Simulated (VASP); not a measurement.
# BaS (Fm-3m) in VASP: a series of runs

The runs below take BaS through single point, with PBEsol.

Everything below comes from runs of VASP 6.6.1. Logs are shortened: lines on timing, memory, paths and dates and some standing lists are left out, and cuts for length are marked.

**What was measured.**

From a printed reference work, monograph, original work of 1988, for a bulk crystal of BaS at 2 K: band gap 3.806 eV (indirect).

How close the calculation comes is told below.

## 1. The cell of the first run

The structure is cubic, space group Fm-3m (No. 225). Conventional cell: a = 6.388 Å, b = 6.388 Å, c = 6.388 Å, α = 90.00°, β = 90.00°, γ = 90.00°. Within 4.2 Å of Ba (site symmetry m-3m) lie 6 S at 3.19 Å. S (site symmetry m-3m) has 6 Ba at 3.19 Å within 4.2 Å.

## 2. Single point, PBEsol

INCAR

```
  PREC = Accurate
  ENCUT = 520
  EDIFF = 1E-6
  ISMEAR = -1
  SIGMA = 0.05
  LREAL = F
  LASPH = T
  NELM = 100
  ALGO = Normal
  ISIF = 2
  LWAVE = F
  LCHARG = F
  GGA = PS
  NBANDS = 15
```

KPOINTS

```
regular mesh
0
Gamma
  7 7 7
```

POSCAR

```
BaS
1.0
    0.0000000000      3.1937500000      3.1937500000
    3.1937500000      0.0000000000      3.1937500000
    3.1937500000      3.1937500000      0.0000000000
Ba S
1 1
Direct
    0.0000000000      0.0000000000      0.0000000000
    0.5000000000      0.5000000000      0.5000000000
```

Potentials or basis: VASP PAW PBE potentials, release 64 (Ba_sv, S).

Launch:

```sh
> cat potpaw_PBE.64/Ba_sv/POTCAR potpaw_PBE.64/S/POTCAR > POTCAR
> mpirun -np 1 vasp_std > vasp.out
```

OUTCAR:

```text
PREC = Accurate
   ENCUT = 520
   EDIFF = 1E-6
   ISMEAR = -1
   LREAL = F
   LASPH = T
   NELM = 100
   ISIF = 2
   GGA = PS

 ion  position               nearest neighbor table
   1  0.000  0.000  0.000-   2 3.19   2 3.19   2 3.19   2 3.19   2 3.19   2 3.19
   2  0.500  0.500  0.500-   1 3.19   1 3.19   1 3.19   1 3.19   1 3.19   1 3.19

  LATTYP: Found a face centered cubic cell.
 ALAT       =     6.3875000000

  Lattice vectors:

 A1 = (   0.0000000000,   3.1937500000,   3.1937500000)
 A2 = (   3.1937500000,   0.0000000000,   3.1937500000)
 A3 = (   3.1937500000,   3.1937500000,   0.0000000000)

Analysis of symmetry for initial positions (statically):
=====================================================================
 Subroutine PRICEL returns:
 Original cell was already a primitive cell.

 Routine SETGRP: Setting up the symmetry group for a
 face centered cubic supercell.

 Subroutine GETGRP returns: Found 48 space group operations
 (whereof 48 operations were pure point group operations)
 out of a pool of 48 trial point group operations.

The static configuration has the point symmetry O_h .

Analysis of symmetry for dynamics (positions and initial velocities):
=====================================================================
 Subroutine PRICEL returns:
 Original cell was already a primitive cell.

 Routine SETGRP: Setting up the symmetry group for a
 face centered cubic supercell.

 Subroutine GETGRP returns: Found 48 space group operations
 (whereof 48 operations were pure point group operations)
 out of a pool of 48 trial point group operations.

The dynamic configuration has the point symmetry O_h .

 Subroutine INISYM returns: Found 48 space group operations
 (whereof 48 operations are pure point group operations),
 and found     1 'primitive' translations

----------------------------------------------------------------------------------------

                                     Primitive cell

  volume of cell :      65.1527

  direct lattice vectors                    reciprocal lattice vectors
     0.000000000  3.193750000  3.193750000    -0.156555773  0.156555773  0.156555773
     3.193750000  0.000000000  3.193750000     0.156555773 -0.156555773  0.156555773
     3.193750000  3.193750000  0.000000000     0.156555773  0.156555773 -0.156555773

  length of vectors
     4.516644565  4.516644565  4.516644565     0.271162553  0.271162553  0.271162553

  position of ions in fractional coordinates (direct lattice)
     0.000000000  0.000000000  0.000000000
     0.500000000  0.500000000  0.500000000

  ion indices of the primitive-cell ions
   primitive index   ion index
                 1           1
                 2           2

----------------------------------------------------------------------------------------

 KPOINTS: regular mesh

Automatic generation of k-mesh.
 Grid dimensions read from file:
 generate k-points for:    7    7    7

 Generating k-lattice:

  Cartesian coordinates                     Fractional coordinates (reciprocal lattice)
    -0.022365110  0.022365110  0.022365110     0.142857143  0.000000000  0.000000000
     0.022365110 -0.022365110  0.022365110     0.000000000  0.142857143  0.000000000
     0.022365110  0.022365110 -0.022365110     0.000000000  0.000000000  0.142857143

  Length of vectors
     0.038737508  0.038737508  0.038737508

  Shift w.r.t. Gamma in fractional coordinates (k-lattice)
     0.000000000  0.000000000  0.000000000

 Subroutine IBZKPT returns following result:
 ===========================================

 Found     20 irreducible k-points:

 Following reciprocal coordinates:
            Coordinates               Weight
  0.000000  0.000000  0.000000      1.000000
  0.142857  0.000000  0.000000      8.000000
  0.285714  0.000000  0.000000      8.000000
  0.428571  0.000000  0.000000      8.000000
  0.142857  0.142857  0.000000      6.000000
  0.285714  0.142857  0.000000     24.000000
[... 12 lines left out ...]
 -0.428571  0.428571  0.142857     24.000000
 -0.285714  0.428571  0.142857     24.000000
   k-points           NKPTS =     20   k-points in BZ     NKDIM =     20   number of bands    NBANDS=     15
   number of dos      NEDOS =    301   number of ions     NIONS =      2
   total plane-waves  NPLWV =  46656
   dimension x,y,z NGX =    36 NGY =   36 NGZ =   36
   dimension x,y,z NGXF=    72 NGYF=   72 NGZF=   72
   ions per type =               1   1
   NGX,Y,Z   is equivalent  to a cutoff of  13.25, 13.25, 13.25 a.u.
   NGXF,Y,Z  is equivalent  to a cutoff of  26.50, 26.50, 26.50 a.u.
 SYSTEM =  unknown system
   PREC   = accura    normal or accurate (medium, high low for compatibility)
   ISTART =      0    job   : 0-new  1-cont  2-samecut
   ICHARG =      2    charge: 1-file 2-atom 10-const
   ISPIN  =      1    spin polarized calculation?
   LNONCOLLINEAR =      F non collinear calculations
   LSORBIT =      F    spin-orbit coupling
   LASPH  =      T    aspherical Exc in radial PAW
   ENCUT  =  520.0 eV  38.22 Ry    6.18 a.u.   8.40  8.40  8.40*2*pi/ulx,y,z
   NELM   =    100;   NELMIN=  2; NELMDL= -5     # of ELM steps
   EDIFF  = 0.1E-05   stopping-criterion for ELM
   LREAL  =      F    real-space projection
[... 7 lines left out ...]
   TEBEG  =    0.0;   TEEND  =   0.0 temperature during run
   PSTRESS=    0.0 pullay stress
   NELECT =      16.0000    total number of electrons
   NUPDOWN=      -1.0000    fix difference up-down
   EMIN   =  10.00;   EMAX   =-10.00  energy-range for DOS
   EFERMI =   0.00;   METHOD = LEGACY
   ISMEAR =    -1;   SIGMA  =   0.05  broadening in eV -4-tet -1-fermi 0-gaus
   EFERMI_NEDOS =   21; number of points for ismear=-14 and -15
   IALGO  =     38    algorithm
   IMIX   =      4    mixing-type and parameters
     AMIX     =   0.40;   BMIX     =  1.00
     AMIX_MAG =   1.60;   BMIX_MAG =  1.00
  volume/ion in A,a.u.               =      32.58       219.84
  Fermi-wavevector in a.u.,A,eV,Ry     =   1.025189  1.937326 14.299891  1.051012
  Thomas-Fermi vector in A             =   2.159016
   LORBIT       =      0    0 simple, 1 ext, 2 COOP (PROOUT), +10 PAW based schemes
   GGA     = PS    functional components
   LHFCALC =     F    Hartree Fock is set to
   AEXX    =    0.0000 exact exchange contribution
   IVDW    =     0    specifies the selected vdW correction
   LEPSILON=     F    determine dielectric tensor
   LRPA    =     F    only Hartree local field effects (RPA)
 non-spin polarized calculation
  energy-cutoff  :      520.00
  volume of cell :       65.15
 maximum number of plane-waves:      1807
 NGX is ok and might be reduce to    36
   NGX = 17   NGY = 17   NGZ = 17

 number of electron      16.0000001 magnetization

 Free energy of the ion-electron system (eV)
  ---------------------------------------------------
  ext. energy  EPLUGINS =         0.00000000
  ---------------------------------------------------
  free energy    TOTEN  =       -10.71805746 eV

  energy without entropy =      -10.71805746  energy(sigma->0) =      -10.71805746

 E-fermi :   2.3739     XC(G=0):  -8.8231

 val. band max:        1.3419274452   @ k =   0.0000   0.0000   0.0000
 cond. band min:       3.3845529255   @ k =   0.4286   0.4286   0.0000
 fundamental gap:      2.0426254803
 Fermi energy:         2.3739459681

 k-point     1 :       0.0000    0.0000    0.0000
  band No.  band energies     occupation
      1     -24.6933      2.00000
      2      -9.7355      2.00000
      3      -9.7355      2.00000
      4      -9.7355      2.00000
      5      -9.0107      2.00000
      6       1.3419      2.00000
      7       1.3419      2.00000
      8       1.3419      2.00000
      9       4.7503      0.00000
     10       5.1265      0.00000
     11       5.1265      0.00000
     12       5.1265      0.00000
     13       6.0797      0.00000
     14       6.0797      0.00000
     15       9.8546      0.00000

 k-point     2 :       0.1429    0.0000    0.0000
  band No.  band energies     occupation
      1     -24.6847      2.00000
      2     -10.1191      2.00000
      3      -9.7431      2.00000
      4      -9.7431      2.00000
      5      -8.6096      2.00000
      6       0.8076      2.00000
      7       1.0701      2.00000
      8       1.0701      2.00000
      9       5.1149      0.00000
     10       5.4329      0.00000
     11       5.4329      0.00000
     12       5.5430      0.00000
     13       6.6715      0.00000
     14       6.6715      0.00000
     15      10.6730      0.00000

 k-point     3 :       0.2857    0.0000    0.0000
  band No.  band energies     occupation
      1     -24.6654      2.00000
      2     -10.5955      2.00000
      3      -9.7600      2.00000
      4      -9.7600      2.00000
      5      -8.0906      2.00000
      6      -0.0466      2.00000
      7       0.5876      2.00000
      8       0.5876      2.00000
      9       5.4653      0.00000
     10       6.2744      0.00000
     11       6.2744      0.00000
     12       6.9016      0.00000
     13       8.0865      0.00000
     14       8.0865      0.00000
     15      11.8278      0.00000
[... 271 lines left out ...]
 k-point    19 :      -0.4286    0.4286    0.1429
  band No.  band energies     occupation
      1     -24.6361      2.00000
      2     -10.3560      2.00000
      3     -10.0137      2.00000
      4      -9.9813      2.00000
      5      -8.4785      2.00000
      6       0.4562      2.00000
      7       0.7037      2.00000
      8       0.9799      2.00000
      9       4.2261      0.00000
     10       7.0824      0.00000
     11       7.4618      0.00000
     12       8.4344      0.00000
     13       8.6703      0.00000
     14       9.3146      0.00000
     15      10.6703      0.00000

 k-point    20 :      -0.2857    0.4286    0.1429
  band No.  band energies     occupation
      1     -24.6347      2.00000
      2     -10.3937      2.00000
      3     -10.1085      2.00000
      4      -9.9576      2.00000
      5      -8.3168      2.00000
      6       0.1722      2.00000
      7       0.7356      2.00000
      8       0.8038      2.00000
      9       5.1738      0.00000
     10       6.0960      0.00000
     11       7.7021      0.00000
     12       8.3580      0.00000
     13       8.5424      0.00000
     14      10.4251      0.00000
     15      11.4422      0.00000

------------------------ aborting loop because EDIFF is reached ----------------------------------------

  FORCE on cell =-STRESS in cart. coord.  units (eV):
  Direction    XX          YY          ZZ          XY          YZ          ZX
  --------------------------------------------------------------------------------------
  -------------------------------------------------------------------------------------
  Total       -0.2161351     -0.2161351     -0.2161351      0.0000000     -0.0000000     -0.0000000
  in kB       -5.3149985     -5.3149985     -5.3149985      0.0000000     -0.0000000     -0.0000000
  external PRESSURE =      -5.3149985 kB  Pullay stress =       0.0000000 kB

 VOLUME and BASIS-vectors are now :
 -----------------------------------------------------------------------------
  energy-cutoff  :      520.00
  volume of cell :       65.15
      direct lattice vectors                 reciprocal lattice vectors
     0.000000000  3.193750000  3.193750000    -0.156555773  0.156555773  0.156555773
     3.193750000  0.000000000  3.193750000     0.156555773 -0.156555773  0.156555773
     3.193750000  3.193750000  0.000000000     0.156555773  0.156555773 -0.156555773

 POSITION                                       TOTAL-FORCE (eV/Angst)
 -----------------------------------------------------------------------------------
      0.00000      0.00000      0.00000        -0.000000      0.000000      0.000000
      3.19375      3.19375      3.19375         0.000000     -0.000000     -0.000000
 -----------------------------------------------------------------------------------
    total drift:                                0.000000      0.000000      0.000000

  FREE ENERGIE OF THE ION-ELECTRON SYSTEM (eV)
  ---------------------------------------------------
  free  energy   TOTEN  =       -10.7180574642 eV

  energy  without entropy=      -10.7180574641  energy(sigma->0) =      -10.71805746
```

Wall time 8.7 s (1 thread of Intel Xeon 6975P-C (Granite Rapids), shared host); peak memory 0.2 GiB.

Results:

```yaml
Free_energy: -10.7181 eV
Pressure: -0.5 GPa
Band_gap_on_the_k_mesh: 2.04 eV, indirect (least direct gap 2.19 eV)
```

Caveat: the PAW data sets were made with another functional, which shifts forces and pressure a little; spin-orbit coupling is left out, which moves the levels of the heavy elements.

## 3. Single point, PBEsol (volume scaled by 0.94)

INCAR

```
PREC = Accurate
ENCUT = 520
EDIFF = 1E-7
ISMEAR = -1
SIGMA = 0.05
LREAL = False
LASPH = True
NELM = 60
ALGO = Normal
ISIF = 2
LWAVE = False
LCHARG = False
GGA = PS
NBANDS = 15
```

KPOINTS

```
Automatic mesh
0
Gamma
  7 7 7
```

POSCAR

```
BaS
1.0
    0.0000000000      3.1285531347      3.1285531347
    3.1285531347      0.0000000000      3.1285531347
    3.1285531347      3.1285531347      0.0000000000
Ba S
1 1
Direct
    0.0000000000      0.0000000000      0.0000000000
    0.5000000000      0.5000000000      0.5000000000
```

Potentials or basis: VASP PAW PBE potentials, release 64 (Ba_sv, S).

Launch:

```sh
> cat potpaw_PBE.64/Ba_sv/POTCAR potpaw_PBE.64/S/POTCAR > POTCAR
> mpirun -np 1 vasp_std > vasp.out
```

It took 9.1 s on 1 thread of Intel Xeon 6975P-C (Granite Rapids), shared host; peak memory 0.2 GiB.

It converged, with:

```yaml
Free_energy: -10.6948 eV
Pressure: 2.6 GPa
Band_gap_on_the_k_mesh: 1.92 eV, indirect (least direct gap 2.04 eV)
```

Levels at points of the mesh, in eV from the valence-band top:
```csv
k point,band 5,band 6,band 7,band 8,band 9,band 10,band 11,band 12
"(0.00, 0.00, 0.00)",-10.45,0.00,0.00,0.00,3.71,3.78,3.78,3.78
```

Caveat: the PAW data sets were made with another functional, which shifts forces and pressure a little; spin-orbit coupling is left out, which moves the levels of the heavy elements. A k mesh can miss the band edges.

[end of part 1 of 2]
